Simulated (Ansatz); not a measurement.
Data:

Starting cell, Li2O (anti-fluorite):

```
CELL_PARAMETERS angstrom
      0.00000     4.57275     4.57275
      2.28637     0.00000     2.28637
      2.28637     2.28637     0.00000
ATOMIC_POSITIONS crystal
  O  0.00000 0.00000 0.00000
  O  0.50000 0.00000 0.00000
  Li 0.12500 0.25000 0.25000
  Li 0.62500 0.25000 0.25000
  Li 0.37500 0.75000 0.75000
  Li 0.87500 0.75000 0.75000
```

The atoms are displaced by Q × the pattern below (from a DFPT mode at L = (0.5, 0.0, 0.0), largest move 1; Q in Å), at fixed cell. It is one choice among 2 degenerate patterns. (q is in reciprocal vectors of the primitive cell; the cell shown is doubled to hold the pattern.)

```
atom       x       y       z
----  ------  ------  ------
Li3   -0.285   0.520  -0.805
Li4    0.285  -0.520   0.805
Li5   -0.285   0.520  -0.805
Li6    0.285  -0.520   0.805
```

Atoms not listed stay in place.

The numbers are results of r2SCAN (plane waves to 500 eV, PAW, scalar-relativistic; Ansatz, a quantum-chemistry and plane-wave program), not measurements. k mesh 6×12×12 (Γ-centred), Fermi-Dirac smearing 0.05 eV. E stands for the smeared free energy. Li2O was relaxed with its symmetry unable to fall. The zero of ΔE is the undisplaced structure.

The scan covers Q from -0.180 to 0.180 Å in 13 points.

Problem. Which space group does the distorted structure have?

Solution. P-1 (No. 2), lowered from Fm-3m.

Problem. What is the energy change at Q = 0.180 Å?

Solution. 364 meV/cell.

Problem. What harmonic wavenumber does the curvature at Q = 0 give?

Solution. 466 cm⁻¹.

(For displaced atoms, the force is minus the slope of the energy, and its curvature is a force constant, which sets phonon frequencies.)
